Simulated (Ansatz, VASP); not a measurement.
Two plane-wave programs on MgO

Contents of INCAR:

```
PREC = Accurate ; ENCUT = 520
EDIFF = 1E-6 ; ISMEAR = 0
SIGMA = 0.02 ; LREAL = F
LASPH = T ; NELM = 80
ALGO = Normal ; ISIF = 2
LWAVE = F ; LCHARG = T
GGA = PE ; LELF = T
LVHAR = T ; NBANDS = 11
```

File KPOINTS:

```
regular mesh
0
Gamma
  10 10 10
```

The input POSCAR:

```
MgO
1.0
    0.0000000000      2.1128979123      2.1128979123
    2.1128979123      0.0000000000      2.1128979123
    2.1128979123      2.1128979123      0.0000000000
Mg O
1 1
Direct
    0.0000000000      0.0000000000      0.0000000000
    0.5000000000      0.5000000000      0.5000000000
```

Input for Ansatz:

```yaml
crystal:
  lattice:
    - [0.0, 2.1128979123, 2.1128979123]
    - [2.1128979123, 0.0, 2.1128979123]
    - [2.1128979123, 2.1128979123, 0.0]
  atoms:
    - { symbol: Mg, position: [0.0, 0.0, 0.0] }
    - { symbol: O, position: [0.5, 0.5, 0.5] }
basis:
  ecutwfc: 420
kpoints:
  mp_grid: { grid: [10, 10, 10] }
  band_path: { path: [VBM, CBM], npoints: 2 }
hamiltonian:
  xc: pbe
scf:
  occupations: { method: gaussian, width: 0.02 }
output:
  forces: true
  stress: true
  eigenvalues: true
checkpoint:
  read: start.run
  write: ck
  compress: false
  write_wavefunctions: false
  write_every: 100000
```

Alike in both runs: task single point; functional PBE; k mesh 10 × 10 × 10; occupations gaussian, width 0.02 eV; no spin polarisation.

|  | VASP | Ansatz |
| --- | --- | --- |
| version | VASP 6.6.1 | Ansatz 0.2.0 |
| potentials or method | VASP PAW PBE potentials, release 64 (Mg, O) | scalar-relativistic, plane waves, PAW |
| plane-wave cutoff (eV) | 520 | 420 |
| valence electrons in the cell | 8 | 16 |

Ansatz gave:

```
gap on the k mesh at the Fermi level (eV) : 4.65
least direct gap on the mesh (eV)         : 4.65
pressure (GPa)                            : 3.1
```

Q: Estimate VASP's values.

A: gap on the k mesh at the Fermi level (eV): 4.63; least direct gap on the mesh (eV): 4.63; pressure (GPa): 2.3.

The functional is the same, so the differences come from potentials, cutoffs and numerics. The two sets of potentials don't hold the same shells in valence.
